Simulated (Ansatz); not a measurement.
An ordered 8-atom cell of ZnSiP2 on the zincblende lattice (I-42d), relaxed with r2SCAN. The symmetry is I-42d (No. 122, tetragonal); conventional cell a = 5.377 Å, c = 10.468 Å, 18.92 Å³ an atom. Zn is surrounded by 4 P at 2.36 Å; P is surrounded by 2 Si at 2.26 Å and 2 Zn at 2.36 Å; Si is surrounded by 4 P at 2.26 Å.

4 runs of the PAW code Ansatz on this cell differ in the functional (and in the settings that go with it). Levels are in eV from each run's valence top; v1 is the last filled band, c1 the first empty one.

Run A, mean stress +2.0 GPa (compression positive):

| point | v4 | v3 | v2 | v1 | c1 | c2 |
| --- | --- | --- | --- | --- | --- | --- |
| Γ | -2.34 | -0.13 | -0.13 | 0.00 | 1.31 | 1.90 |
| X | -1.04 | -1.04 | -0.55 | -0.55 | 1.98 | 1.98 |
| P | -1.05 | -1.05 | -0.90 | -0.90 | 2.69 | 2.69 |
| N | -2.17 | -1.75 | -1.45 | -0.79 | 2.74 | 2.87 |

Run B, mean stress 0.0 GPa (compression positive):

| point | v4 | v3 | v2 | v1 | c1 | c2 |
| --- | --- | --- | --- | --- | --- | --- |
| Γ | -2.44 | -0.13 | -0.13 | 0.00 | 1.56 | 2.17 |
| X | -1.08 | -1.08 | -0.58 | -0.58 | 2.35 | 2.35 |
| P | -1.10 | -1.10 | -0.93 | -0.93 | 3.03 | 3.03 |
| N | -2.23 | -1.81 | -1.50 | -0.81 | 3.03 | 3.17 |

Run C, mean stress +0.5 GPa (compression positive):

| point | v4 | v3 | v2 | v1 | c1 | c2 |
| --- | --- | --- | --- | --- | --- | --- |
| Γ | -2.58 | -0.12 | -0.12 | 0.00 | 2.65 | 3.37 |
| X | -1.14 | -1.14 | -0.62 | -0.62 | 3.52 | 3.52 |
| P | -1.15 | -1.15 | -0.99 | -0.99 | 4.22 | 4.22 |
| N | -2.34 | -1.91 | -1.57 | -0.86 | 4.29 | 4.43 |

Run D, mean stress +0.7 GPa (compression positive):

| point | v4 | v3 | v2 | v1 | c1 | c2 |
| --- | --- | --- | --- | --- | --- | --- |
| Γ | -2.54 | -0.12 | -0.12 | 0.00 | 1.99 | 2.70 |
| X | -1.13 | -1.13 | -0.61 | -0.61 | 2.85 | 2.85 |
| P | -1.13 | -1.13 | -0.97 | -0.97 | 3.54 | 3.54 |
| N | -2.31 | -1.87 | -1.54 | -0.84 | 3.60 | 3.74 |

**Question.** Match the runs to PBE, r2SCAN, HSE06, PBE0.

**Answer.** A is PBE, B is r2SCAN, C is PBE0, D is HSE06. In order of the gap: PBE 1.31, r2SCAN 1.56, HSE06 1.99, PBE0 2.65 eV. The stress vanishes for r2SCAN, which relaxed the cell.

These are computed values for a spin-unpolarised cell that may be hypothetical; none is a measurement.

The stress of a hybrid is loosely converged in these runs.

The meshes of the hybrids are coarse, so their gaps aren't converged to the digits shown.
